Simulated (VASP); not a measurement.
# KTaO3 in VASP: further runs, part 2 of 2

VASP 6.6.1. Earlier steps stand in the parts before.

### Step 4. Single point, r2SCAN

INCAR reads:

```
SYSTEM = KTaO3
PREC = Accurate
ENCUT = 900
EDIFF = 1E-8
ISMEAR = 0
SIGMA = 0.05
LREAL = .False.
LASPH = .True.
NELM = 100
ALGO = Normal
ISIF = 2
LWAVE = .False.
LCHARG = .False.
METAGGA = R2SCAN
LMIXTAU = .True.
ADDGRID = .False.
```

KPOINTS reads:

```
regular mesh
0
Gamma
  8 8 8
  0 0 0
```

POSCAR reads:

```
KTaO3
1.0
    3.9883000000      0.0000000000      0.0000000000
    0.0000000000      3.9883000000      0.0000000000
    0.0000000000      0.0000000000      3.9883000000
Ta K O
1 1 3
Direct
   -0.0256350000     -0.0111850000     -0.0044090000
    0.4937980000      0.5081920000      0.5126190000
    0.0258780000      0.0231310000      0.5032640000
   -0.0075320000      0.4905350000      0.0030440000
    0.4947730000      0.0084320000     -0.0010180000
```

Potentials or basis: VASP PAW PBE potentials, release 64 (Ta, K_pv, O).

The run is started by

```console
> cat potpaw_PBE.64/Ta/POTCAR potpaw_PBE.64/K_pv/POTCAR potpaw_PBE.64/O/POTCAR > POTCAR
> mpirun -np 1 vasp_std > vasp.out
```

OUTCAR:

```text
SYSTEM = KTaO3
   PREC = Accurate
   ENCUT = 900
   EDIFF = 1E-8
   ISMEAR = 0
   LREAL = .False.
   LASPH = .True.
   NELM = 100
   ISIF = 2
   METAGGA = R2SCAN

 ion  position               nearest neighbor table
   1  0.974  0.989  0.996-   5 1.91   3 1.98   4 1.99   4 2.00   3 2.04   5 2.08   2 3.33   2 3.41
                             2 3.42   2 3.42   2 3.50   2 3.50   2 3.51   2 3.58
   2  0.494  0.508  0.513-   3 2.69   3 2.78   5 2.78   5 2.78   4 2.79   4 2.80   4 2.84   4 2.85
                             5 2.86   5 2.86   3 2.87   3 2.95   1 3.33   1 3.41   1 3.42   1 3.42
   3  0.026  0.023  0.503-   1 1.98   1 2.04   2 2.69   2 2.78   2 2.87   2 2.95
   4  0.992  0.491  0.003-   1 1.99   1 2.00   2 2.79   2 2.80   2 2.84   2 2.85
   5  0.495  0.008  0.999-   1 1.91   1 2.08   2 2.78   2 2.78   2 2.86   2 2.86

  LATTYP: Found a simple cubic cell.
 ALAT       =     3.9883000000

  Lattice vectors:

 A1 = (   3.9883000000,   0.0000000000,   0.0000000000)
 A2 = (   0.0000000000,   3.9883000000,   0.0000000000)
 A3 = (   0.0000000000,   0.0000000000,   3.9883000000)

Analysis of symmetry for initial positions (statically):
=====================================================================
 Subroutine PRICEL returns:
 Original cell was already a primitive cell.

 Routine SETGRP: Setting up the symmetry group for a
 simple cubic supercell.

 Subroutine GETGRP returns: Found  1 space group operations
 (whereof  1 operations were pure point group operations)
 out of a pool of 48 trial point group operations.

The static configuration has the point symmetry C_1 .

Analysis of symmetry for dynamics (positions and initial velocities):
=====================================================================
 Subroutine PRICEL returns:
 Original cell was already a primitive cell.

[... 131 lines left out ...]
   IMIX   =      4    mixing-type and parameters
     AMIX     =   0.40;   BMIX     =  1.00
     AMIX_MAG =   1.60;   BMIX_MAG =  1.00
  volume/ion in A,a.u.               =      12.69        85.62
  Fermi-wavevector in a.u.,A,eV,Ry     =   1.275442  2.410236 22.133314  1.626753
  Thomas-Fermi vector in A             =   2.408154
   LORBIT       =      0    0 simple, 1 ext, 2 COOP (PROOUT), +10 PAW based schemes
   METAGGA = R2SCAN    functional components
   LHFCALC =     F    Hartree Fock is set to
   AEXX    =    0.0000 exact exchange contribution
   IVDW    =     0    specifies the selected vdW correction
   LEPSILON=     F    determine dielectric tensor
   LRPA    =     F    only Hartree local field effects (RPA)
 non-spin polarized calculation
 Gauss-broadening in eV      SIGMA  =   0.05
  energy-cutoff  :      900.00
  volume of cell :       63.44
 maximum number of plane-waves:      3916
   NGX = 19   NGY = 19   NGZ = 19

 number of electron      30.0000000 magnetization

 Free energy of the ion-electron system (eV)
  ---------------------------------------------------
  ext. energy  EPLUGINS =         0.00000000
  ---------------------------------------------------
  free energy    TOTEN  =       -86.87601944 eV

  energy without entropy =      -86.87601944  energy(sigma->0) =      -86.87601944

 E-fermi :   0.5255     XC(G=0): -11.4574

 val. band max:        0.2931552138   @ k =   0.5000   0.5000   0.5000
 cond. band min:       2.8499253150   @ k =   0.0000   0.0000   0.0000
 fundamental gap:      2.5567701011
 Fermi energy:         0.5254934296

 k-point     1 :       0.0000    0.0000    0.0000
  band No.  band energies     occupation
      1     -18.3341      2.00000
      2     -17.6421      2.00000
      3     -17.5189      2.00000
      4     -10.8606      2.00000
      5     -10.8551      2.00000
      6     -10.8475      2.00000
[... 505 lines left out ...]
      6     -10.7678      2.00000
[... 11 lines left out ...]
     18       4.6070      0.00000
     19       7.6296      0.00000

 [... further k-points ...]

------------------------ aborting loop because EDIFF is reached ----------------------------------------

  FORCE on cell =-STRESS in cart. coord.  units (eV):
  Direction    XX          YY          ZZ          XY          YZ          ZX
  --------------------------------------------------------------------------------------
  -------------------------------------------------------------------------------------
  Total        1.2605602      0.5829038     -0.1744247      0.1076962      0.0948882      0.1103078
  in kB       31.8354309     14.7212268     -4.4050931      2.7198660      2.3963994      2.7858231
  external PRESSURE =      14.0505215 kB  Pullay stress =       0.0000000 kB

 VOLUME and BASIS-vectors are now :
 -----------------------------------------------------------------------------
  energy-cutoff  :      900.00
  volume of cell :       63.44
      direct lattice vectors                 reciprocal lattice vectors
     3.988300000  0.000000000  0.000000000     0.250733395  0.000000000  0.000000000
     0.000000000  3.988300000  0.000000000     0.000000000  0.250733395  0.000000000
     0.000000000  0.000000000  3.988300000     0.000000000  0.000000000  0.250733395

 POSITION                                       TOTAL-FORCE (eV/Angst)
 -----------------------------------------------------------------------------------
      3.88606      3.94369      3.97072         0.427413      0.237062      0.167601
      1.96941      2.02682      2.04448        -0.078435     -0.186205     -0.288652
      0.10321      0.09225      2.00717        -0.775220     -0.758160     -0.048241
      3.95826      1.95640      0.01214        -0.061361      1.131119      0.048244
      1.97330      0.03363      3.98424         0.487602     -0.423816      0.121048
 -----------------------------------------------------------------------------------
    total drift:                               -0.000513     -0.001113     -0.000537

  FREE ENERGIE OF THE ION-ELECTRON SYSTEM (eV)
  ---------------------------------------------------
  free  energy   TOTEN  =       -86.8760194423 eV

  energy  without entropy=      -86.8760194423  energy(sigma->0) =      -86.87601944
```

stdout:

```text
POSCAR found type information on POSCAR TaK O
 POSCAR found :  3 types and       5 ions
 scaLAPACK will be used
 -----------------------------------------------------------------------------
|                                                                             |
|                                                                             |
|     You enforced a specific xc type in the INCAR file but a different       |
|     I HOPE YOU KNOW WHAT YOU ARE DOING!                                     |
|                                                                             |
 -----------------------------------------------------------------------------

 LDA part: xc-table for (None), standard interpolation
 POSCAR, INCAR and KPOINTS ok, starting setup
 FFT: planning ... GRIDC
 FFT: planning ... GRID_SOFT
 FFT: planning ... GRID
 WAVECAR not read
 entering main loop
```

Wall time 40 min (1 thread of AMD EPYC 9R14 (Zen 4), shared host); peak memory 0.83 GiB.

Results:

```yaml
Free_energy: -86.8760 eV
Pressure: 1.4 GPa
Largest_force: 1.134 eV/Å
Band_gap_on_the_k_mesh: 2.56 eV, indirect (least direct gap 3.30 eV)
```

Forces on the atoms (eV/Å):
```
Ta   0.427  0.237  0.168
K   -0.078 -0.186 -0.289
O   -0.775 -0.758 -0.048
O   -0.061  1.131  0.048
O    0.488 -0.424  0.121
```

Stress tensor (GPa, compression positive):
```
 3.18  0.27  0.28
 0.27  1.47  0.24
 0.28  0.24 -0.44
```

Caveat: the PAW data sets were made with another functional, which shifts forces and pressure a little; spin-orbit coupling is left out, which moves the levels of the heavy elements.

### Step 5. Summary

```csv
task,level,potentials or basis,cell,k mesh,cutoff (eV),smearing,ladder,gap on the mesh (eV),pressure (GPa)
relaxation of cell and atoms,LDA,"VASP PAW LDA potentials, release 64 (Ta_pv, K_sv, O)",relaxed,6 × 6 × 6,600,gaussian 0.02 eV,gaps,2.07,0.0
single point,r2SCAN,"VASP PAW PBE potentials, release 64 (Ta, K_pv, O)",as given,8 × 8 × 8,900,gaussian 0.05 eV,-,2.52,1.6
single point,r2SCAN,"VASP PAW PBE potentials, release 64 (Ta, K_pv, O)","grid = ENCUT=900 k=8x8x8 ISMEAR=0 SIGMA=0.05 PREC=Accurate EDIFF=1e-08 LREAL=False ADDGRID=False LASPH=True; atoms moved at random, drawn with an rms of 0.1 Å",8 × 8 × 8,900,gaussian 0.05 eV,-,2.56,1.4
```

Alike in all rows: no spin polarisation.

Caveats: spin-orbit coupling is left out, which moves the levels of the heavy elements; the PAW data sets were made with another functional, which shifts forces and pressure a little (some runs).

Absolute energies hang on the potentials; compare differences alone.
